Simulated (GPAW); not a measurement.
A run of GPAW 26.7.0:

The input run.py:

```python
import numpy as np
import spglib
from ase import Atoms
from ase.io import read
from ase.units import Bohr, Ha
from gpaw import GPAW, PW
from gpaw.hybrids.energy import non_self_consistent_energy
from gpaw.xc.rpa import RPACorrelation

atoms = read('BP.cif')
cell, positions, numbers = spglib.find_primitive(
    (atoms.cell[:], atoms.get_scaled_positions(), atoms.numbers), symprec=1e-4)
atoms = Atoms(numbers, cell=cell, scaled_positions=positions, pbc=True)

for x in [0.94, 0.97, 1.0, 1.03, 1.06]:
    ecuts = np.array([160.0, 200.0, 250]) * x**(-2 / 3)  # the same plane waves at each volume
    a = atoms.copy()
    a.set_cell(atoms.cell * x**(1 / 3), scale_atoms=True)
    calc = GPAW(mode=PW(550),
                xc='PBE',
                kpts={'size': (6, 6, 6), 'gamma': True},
                occupations={'name': 'fermi-dirac', 'width': 0.001},
                nbands=11,
                convergence={'density': 1e-06},
                maxiter=150,
                txt=f'gs-{x:.2f}.txt')
    a.calc = calc
    dft = a.get_potential_energy(force_consistent=True)
    calc.write(f'gs-{x:.2f}.gpw')
    exx = non_self_consistent_energy(calc, 'EXX').sum()
    calc.diagonalize_full_hamiltonian(nbands=int(a.get_volume() / Bohr**3 * (ecuts[-1] / Ha)**1.5 * 2**0.5 / 3 / np.pi**2) + 30)
    calc.write(f'full-{x:.2f}.gpw', mode='all')
    ec = RPACorrelation(f'full-{x:.2f}.gpw', ecut=ecuts, nfrequencies=12, skip_gamma=False, txt=f'rpa-{x:.2f}.txt').calculate()
    slope, ec_inf = np.polyfit(ecuts**-1.5, ec, 1)
    print(f'V = {a.get_volume():.4f} A^3: DFT {dft:.5f}, EXX {exx:.5f}, correlation', *ec.round(5), f'extrapolated {ec_inf:.5f}, total {exx + ec_inf:.5f} eV', flush=True)
```

File BP.cif:

```cif
data_BP
_cell_length_a 4.53800000
_cell_length_b 4.53800000
_cell_length_c 4.53800000
_cell_angle_alpha 90.00000000
_cell_angle_beta 90.00000000
_cell_angle_gamma 90.00000000
_space_group_name_H-M_alt 'F-43m'
_space_group_name_Hall 'F -4 2 3'
_space_group_IT_number 216
loop_
_space_group_symop_operation_xyz
'x,y,z'
'y,-x,-z'
'-x,-y,z'
'-y,x,-z'
'x,-y,-z'
'y,x,z'
'-x,y,-z'
'-y,-x,z'
'z,x,y'
'-z,y,-x'
'z,-x,-y'
'-z,-y,x'
'-z,x,-y'
'z,y,x'
'-z,-x,y'
'z,-y,-x'
'y,z,x'
'-x,-z,y'
'-y,z,-x'
'x,-z,-y'
'-y,-z,x'
'x,z,y'
'y,-z,-x'
'-x,z,-y'
'x,y+1/2,z+1/2'
'y,-x+1/2,-z+1/2'
'-x,-y+1/2,z+1/2'
'-y,x+1/2,-z+1/2'
'x,-y+1/2,-z+1/2'
'y,x+1/2,z+1/2'
'-x,y+1/2,-z+1/2'
'-y,-x+1/2,z+1/2'
'z,x+1/2,y+1/2'
'-z,y+1/2,-x+1/2'
'z,-x+1/2,-y+1/2'
'-z,-y+1/2,x+1/2'
'-z,x+1/2,-y+1/2'
'z,y+1/2,x+1/2'
'-z,-x+1/2,y+1/2'
'z,-y+1/2,-x+1/2'
'y,z+1/2,x+1/2'
'-x,-z+1/2,y+1/2'
'-y,z+1/2,-x+1/2'
'x,-z+1/2,-y+1/2'
'-y,-z+1/2,x+1/2'
'x,z+1/2,y+1/2'
'y,-z+1/2,-x+1/2'
'-x,z+1/2,-y+1/2'
'x+1/2,y,z+1/2'
'y+1/2,-x,-z+1/2'
'-x+1/2,-y,z+1/2'
'-y+1/2,x,-z+1/2'
'x+1/2,-y,-z+1/2'
'y+1/2,x,z+1/2'
'-x+1/2,y,-z+1/2'
'-y+1/2,-x,z+1/2'
'z+1/2,x,y+1/2'
'-z+1/2,y,-x+1/2'
'z+1/2,-x,-y+1/2'
'-z+1/2,-y,x+1/2'
'-z+1/2,x,-y+1/2'
'z+1/2,y,x+1/2'
'-z+1/2,-x,y+1/2'
'z+1/2,-y,-x+1/2'
'y+1/2,z,x+1/2'
'-x+1/2,-z,y+1/2'
'-y+1/2,z,-x+1/2'
'x+1/2,-z,-y+1/2'
'-y+1/2,-z,x+1/2'
'x+1/2,z,y+1/2'
'y+1/2,-z,-x+1/2'
'-x+1/2,z,-y+1/2'
'x+1/2,y+1/2,z'
'y+1/2,-x+1/2,-z'
'-x+1/2,-y+1/2,z'
'-y+1/2,x+1/2,-z'
'x+1/2,-y+1/2,-z'
'y+1/2,x+1/2,z'
'-x+1/2,y+1/2,-z'
'-y+1/2,-x+1/2,z'
'z+1/2,x+1/2,y'
'-z+1/2,y+1/2,-x'
'z+1/2,-x+1/2,-y'
'-z+1/2,-y+1/2,x'
'-z+1/2,x+1/2,-y'
'z+1/2,y+1/2,x'
'-z+1/2,-x+1/2,y'
'z+1/2,-y+1/2,-x'
'y+1/2,z+1/2,x'
'-x+1/2,-z+1/2,y'
'-y+1/2,z+1/2,-x'
'x+1/2,-z+1/2,-y'
'-y+1/2,-z+1/2,x'
'x+1/2,z+1/2,y'
'y+1/2,-z+1/2,-x'
'-x+1/2,z+1/2,-y'
loop_
_atom_site_label
_atom_site_type_symbol
_atom_site_symmetry_multiplicity
_atom_site_Wyckoff_symbol
_atom_site_fract_x
_atom_site_fract_y
_atom_site_fract_z
_atom_site_occupancy
P1 P 4 c 0.2500000000 0.2500000000 0.2500000000 1
B1 B 4 a 0.0000000000 0.0000000000 0.0000000000 1
```

Potentials or basis: GPAW PAW data sets (gpaw-data 1.2.1), pw.

Command:

```bash
$ OMP_NUM_THREADS=1 python run.py
```

Hardware: 1 thread of Intel(R) Xeon(R) Platinum 8559C (Emerald Rapids), on a shared host.

**Question.** How long does it take, and how much memory?

**Answer.** It took 24 min on 1 thread of Intel(R) Xeon(R) Platinum 8559C (Emerald Rapids), on a shared host, peak memory 0.46 GiB. Counts: scf iterations 50.
